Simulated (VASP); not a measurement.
Input of a VASP 6.6.1 run:

INCAR

```
PREC = Accurate ; ENCUT = 520
EDIFF = 1E-6 ; ISMEAR = 0
SIGMA = 0.05 ; LREAL = F
LASPH = T ; NELM = 150
ALGO = Fast ; ISIF = 2
LWAVE = F ; LCHARG = T
ISPIN = 2 ; MAGMOM = 0.95 0.95 0.95 0.95 0 0 0 0 0 0
LORBIT = 11 ; LMAXMIX = 4
GGA = PE ; LELF = T
LVHAR = T ; NBANDS = 49
```

File KPOINTS:

```
regular mesh
0
Gamma
  6 6 6
```

POSCAR

```
Fe2O3
1.0
    2.4024993815      1.3870836647      4.4631959532
   -2.4024993815      1.3870836647      4.4631959532
    0.0000000000     -2.7741673293      4.4631959532
Fe O
4 6
Direct
    0.3453960054      0.3453960054      0.3453960054
    0.1546039946      0.1546039946      0.1546039946
    0.6546039946      0.6546039946      0.6546039946
    0.8453960054      0.8453960054      0.8453960054
    0.5624619667      0.9375380333      0.2500000000
    0.2500000000      0.5624619667      0.9375380333
    0.9375380333      0.2500000000      0.5624619667
    0.4375380333      0.0624619667      0.7500000000
    0.7500000000      0.4375380333      0.0624619667
    0.0624619667      0.7500000000      0.4375380333
```

Potentials or basis: VASP PAW PBE potentials, release 64 (Fe, O).

Command:

```sh
$ cat potpaw_PBE.64/Fe/POTCAR potpaw_PBE.64/O/POTCAR > POTCAR
$ mpirun -np 1 vasp_std > vasp.out
```

Q: Predict the band gap on the k mesh.

A: None (metal or under the smearing width).

Q: What does it give for the net moment?

A: 4.00 μB per cell.

Forces on the atoms (eV/Å):
```
Fe   0.000  0.000  0.046
Fe   0.000  0.000 -0.046
Fe   0.000  0.000 -0.046
Fe   0.000  0.000  0.046
O    0.022  0.000  0.000
O   -0.011  0.019  0.000
O   -0.011 -0.019  0.000
O   -0.022  0.000  0.000
O    0.011 -0.019  0.000
O    0.011  0.019  0.000
```

Caveat: semilocal functionals often make such compounds metallic where correlation or magnetic order opens a gap, which also shifts bond lengths. With open d or f shells a metallic result of PBE can be an artefact of self-interaction; +U or a hybrid may open a gap.
